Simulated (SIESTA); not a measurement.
SiC (Moissanite) under changes of volume

One of the cells (10.341 Å³/atom); the others are scaled copies at fixed shape and fractional positions:

```
Si C
1.0
     3.07600    0.00000    0.00000
    -1.53800    2.66389    0.00000
     0.00000    0.00000    5.04800
Si C
2 2
Direct
  0.66667 0.33333 0.50000
  0.33333 0.66667 0.00000
  0.66667 0.33333 0.88500
  0.33333 0.66667 0.38500
```

```yaml
Program: SIESTA 5.4.2
Functional: PBE
Potentials_or_basis: PseudoDojo 0.5 stringent (PBE files)
Basis: DZP (energy shift 0.002 Ry)
Grid_cutoff: 500 Ry
Energy_shift: 0.002 Ry
k_mesh: 10 × 10 × 5
Occupations: fermi-dirac, width 0.05 eV
Spin: no spin polarisation
```

```tsv
volume (Å³/atom)	energy over the lowest point (meV/atom)	pressure (GPa)	gap on the mesh (eV)	largest force (eV/Å)
9.721	64.28	23.7	2.35	0.955
9.927	?	?	?	?
10.134	18.74	12.0	2.42	0.880
10.341	6.55	7.0	2.45	0.844
10.548	0.48	2.5	2.48	0.811
10.755	0.00	-1.7	2.46	0.780
10.961	4.62	-5.4	2.42	0.751
```

Problem. What does the run at 9.927 Å³/atom give?

Solution. Energy over the lowest point 37.72 meV/atom; pressure 17.6 GPa; gap on the mesh 2.39 eV; largest force 0.918 eV/Å.

Worked out: A Birch-Murnaghan fit of order 3 (a polynomial in V^(-2/3)) to the other rows has its minimum at 10.67 Å³/atom with B0 = V·E''(V) = 211 GPa and B' = 4.1 at fixed shape and positions, which overstates the stiffness. It gives 37.82 meV/atom at 9.927 Å³/atom, against the run's 37.72, and -dE/dV = 17.6 GPa, against 17.6. A parabola through the other rows of the gap, of slope 2.18 eV per unit of ln V there, gives 2.40 eV, against the run's 2.39.

Energies are extrapolated to zero smearing.

Caveats: an odd mesh through Γ misses points on the zone boundary, where band edges often lie; the basis of atomic orbitals isn't converged, which shifts pressures, moduli and gaps.
